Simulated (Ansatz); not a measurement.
Theory: Ansatz, DFT PBE, scalar-relativistic, plane waves, PAW. Settings: cutoff 420 eV, Γ-centred meshes spaced at most about 0.3 Å⁻¹, and about 0.25 Å⁻¹ or finer for metals (2π included), Gaussian smearing. No spin polarisation.

All energies are static (0 K, no zero-point motion).

Question: Order these relaxed structures of In₄P by energy, lowest first, with the energy over the lowest of them.
A.

```
In P
1.0
     5.53195    0.00000    0.00000
     0.00000    5.53195    0.00000
     0.00000    0.00000    5.53195
In P
4 1
Direct
  0.50000 0.00000 0.00000
  0.00000 0.50000 0.00000
  0.00000 0.00000 0.50000
  0.00000 0.00000 0.00000
  0.50000 0.50000 0.50000
```

B.

```
In P
1.0
     5.28244    0.00000    0.00000
     0.00000    5.28244    0.00000
     0.00000    0.00000    5.28244
In P
4 1
Cartesian
  0.0000 0.0000 0.0000
  2.6412 2.6412 0.0000
  2.6412 0.0000 2.6412
  0.0000 2.6412 2.6412
  2.6412 2.6412 2.6412
```

C.

```
In P
1.0
    -3.29900    3.29900    3.29900
     3.29900   -3.29900    3.29900
     3.29900    3.29900   -3.29900
In P
4 1
Direct
  0.00000 0.00000 0.50000
  0.50000 0.00000 0.00000
  0.00000 0.50000 0.00000
  0.50000 0.50000 0.50000
  0.00000 0.00000 0.00000
```

Answer: C (0 meV/atom), B (43 meV/atom), A (507 meV/atom). Forms: C Im-3m; B Pm-3m; A Pm-3m. Counting In atoms around P (those within 1.25 times the shortest such distance or 1.15 times the sum of covalent radii, 1.27 where that leaves under three; a plus sign parts nearer from farther groups; the shortest distance is added where it exceeds 1.18 times the sum of covalent radii): C has P 8; B has P 6; A has P 12+8 from 3.9 Å. All come from invented guesses. Even the lowest of the cells shown lies +0.22 eV/atom against the elements.

P stands nearly free of neighbours here, and without spin polarisation the energy of such atoms comes out too high. Cells relaxed within their symmetry can be saddle points. Some types were kept out of the candidates beforehand, so the set may lack a known form.
